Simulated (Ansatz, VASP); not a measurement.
# One calculation of SnTe, two programs

```
Sn Te
1.0
     0.00000    3.31690    3.17990
     3.31690    0.00000    3.17990
     3.31690    3.31690    0.00000
Sn Te
1 1
Direct
  0.00000 0.00000 0.00000
  0.50000 0.50000 0.50000
```

Change from the starting cell: epitaxial_xy strain +4.0%.

Alike in both runs: task single point; functional r2SCAN; k mesh 8 × 8 × 8; occupations fermi-dirac, width 0.02 eV; no spin polarisation.

|  | VASP | Ansatz |
| --- | --- | --- |
| version | VASP 6.6.1 | Ansatz 0.2.0 |
| potentials or method | VASP PAW PBE potentials, release 64 (Sn_d, Te) | plane waves, PAW |
| plane-wave cutoff (eV) | 520 | 500 |
| valence electrons in the cell | 20 | 30 |

```csv
,VASP,Ansatz,Ansatz less VASP
pressure (GPa),-2.7,-2.7,0.00
largest component of the traceless stress (GPa),2.65,2.64,-0.010
```

The two sets of potentials don't hold the same shells in valence.

Caveats: the PAW data sets were made with another functional, which shifts forces and pressure a little (VASP).
